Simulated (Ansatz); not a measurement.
Pt, 1 atom in the cell. Symmetry: Im-3m, No. 229, cubic system. Conventional cell: a = 3.168 Å, b = 3.168 Å, c = 3.168 Å, α = 90.00°, β = 90.00°, γ = 90.00°. Around Pt (site symmetry m-3m) lie 8 Pt at 2.74 Å. This isn't the form of Pt at room conditions, which is fcc.

```yaml
Program: Ansatz 0.2.0
Task: elastic constants
Functional: PBEsol
Potentials_or_basis: Ansatz PAW
Cutoff: "420 eV (not typed: the program's choice for these potentials)"
k_mesh: 10 × 10 × 10
Occupations: fermi-dirac, width 0.05 eV
Spin: no spin polarisation
Atoms_under_strain: clamped
```

Potentials or basis: Ansatz PAW.

Run with:

```console
$ ansatz run input.yaml --threads 2 --pin off --max-ram 5632MiB --backend cpu --events-out ev --progress --plain --runs-dir out
```

Hardware: 2 threads of AMD EPYC 7R13 Processor (Zen 3), on a shared host.

Q: Estimate the wall time of this run.

A: Run time: 3.7 s on 2 threads of AMD EPYC 7R13 Processor (Zen 3), with other jobs on the host, peak memory 0.36 GiB. Counts: scf iterations 31, plane waves 321, k points 47, bands 13.
